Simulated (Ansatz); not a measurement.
# Os: one input, then a changed one

The cell comes from COD entry 1534943, which wasn't checked; take it as a given geometry. The listed cell was then made from it by scaling, straining or moving an atom.

First run: DFT, PBEsol, all-electron LAPW, scalar-relativistic (Ansatz 0.2.0).

Command: `ansatz run input.yaml --threads 1 --pin off --max-ram 2048MiB --backend cpu --events-out ev --progress --plain --runs-dir out` The run took 15 s on 1 thread of Arm Neoverse V1, on a shared host, peak memory 0.36 GiB.

```yaml
crystal:
  lattice:
    - [0.0, 1.9705950404, 1.9705950404]
    - [1.9705950404, 0.0, 1.9705950404]
    - [1.9705950404, 1.9705950404, 0.0]
  atoms:
    - { symbol: Os, position: [0.0, 0.0, 0.0] }
kpoints:
  mp_grid: { grid: [14, 14, 14] }
scf:
  occupations: { method: fermi_dirac, width: 0.03 }
hamiltonian:
  xc: pbesol
  pseudopotentials: { kind: all_electron, lapw: { basis_error: 0.00025 } }
output:
  forces: true
  stress: true
  eigenvalues: true
```

Result: converged; pressure -31.5 GPa; no gap on the k mesh; 8 SCF iterations.

No spin–orbit coupling, which matters for the heavy atoms here.

The input is then changed:

```diff
@@ -7,5 +7,5 @@
     - { symbol: Os, position: [0.0, 0.0, 0.0] }
 kpoints:
-  mp_grid: { grid: [14, 14, 14] }
+  mp_grid: { grid: [14, 14, 14], shift: [0.5, 0.5, 0.5] }
 scf:
   occupations: { method: fermi_dirac, width: 0.03 }
@@ -13,4 +13,5 @@
   xc: pbesol
   pseudopotentials: { kind: all_electron, lapw: { basis_error: 0.00025 } }
+  hubbard: { sites: [{ species: Os, l: d, u_eff: 1.0 }], double_counting: amf }
 output:
   forces: true
```

(1) What does the second run give?

Answers

(1) It converged; pressure -31.7 GPa; no gap on the k mesh; 8 SCF iterations.
